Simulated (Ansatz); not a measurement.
Here is an Ansatz 0.2.0 calculation.

input.yaml

```yaml
crystal:
  lattice:
    - [0.0, 2.3495, 2.3495]
    - [2.3495, 0.0, 2.3495]
    - [2.3495, 2.3495, 0.0]
  atoms:
    - { symbol: Cd, position: [0.0, 0.0, 0.0] }
    - { symbol: O, position: [0.5, 0.5, 0.5] }
kpoints:
  mp_grid: { grid: [10, 10, 10] }
scf:
  occupations: { method: fermi_dirac, width: 0.05 }
hamiltonian:
  xc: pbesol
  dispersion: d3bj
  pseudopotentials: { kind: all_electron, lapw: { basis_error: 0.001 } }
output:
  forces: true
  stress: true
relax:
  f_tol: 0.02
  max_steps: 60
  cell: {}
```

Potentials or basis: all-electron LAPW, scalar-relativistic.

Run with:

```console
$ ansatz run input.yaml --threads 1 --pin off --max-ram 3072MiB --backend cpu --events-out ev --progress --plain --runs-dir out
```

(1) Estimate the space group after relaxing (to 0.05 Å).

(2) Estimate the relaxed volume.

(3) Estimate the relaxed cell.

## Answers

(1) Fm-3m (No. 225).

(2) 12.62 Å³/atom.

(3) a = 3.292 Å, b = 3.292 Å, c = 3.292 Å, α = 60.00°, β = 60.00°, γ = 60.00°.
